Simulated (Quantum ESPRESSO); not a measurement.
The system is CsPbCl3.

```xyz
5
Lattice="5.6050 0.0000 0.0000 0.0000 5.6050 0.0000 0.0000 0.0000 5.6050" Properties=species:S:1:pos:R:3 pbc="T T T"
Pb    2.8025    2.8025    2.8025
Cs    0.0000    0.0000    0.0000
Cl    2.8025    0.0000    2.8025
Cl    0.0000    2.8025    2.8025
Cl    2.8025    2.8025    0.0000
```

Base run:

* Program: Quantum ESPRESSO 7.5
* Functional: BLYP
* Potentials or basis: PseudoDojo 0.4.1 SR PBE standard
* Cutoff: 789 eV
* Density cutoff: 3157 eV
* k mesh: 4 × 4 × 4, shifted
* Occupations: fermi-dirac, width 0.05 eV
* Spin: no spin polarisation

Its results: pressure 3.2 GPa; electronic dielectric tensor (diagonal) 3.40.

After a change of settings the same cell gave: pressure 1.7 GPa; electronic dielectric tensor (diagonal) 3.43. Which change was it?
A. functional from BLYP to PBEsol; potentials or basis from PseudoDojo 0.4.1 SR PBE standard to PseudoDojo 0.4.1 SR PBEsol standard
B. functional from BLYP to WC
C. functional from BLYP to AM05
D. functional from BLYP to PBE

D.

PBE binds more tightly than BLYP, so the same cell stands under less pressure.

Caveats: the potentials were made for another functional, which shifts forces and pressure (some runs); the cell is more than 3 GPa from zero pressure, which shifts response properties (some runs).
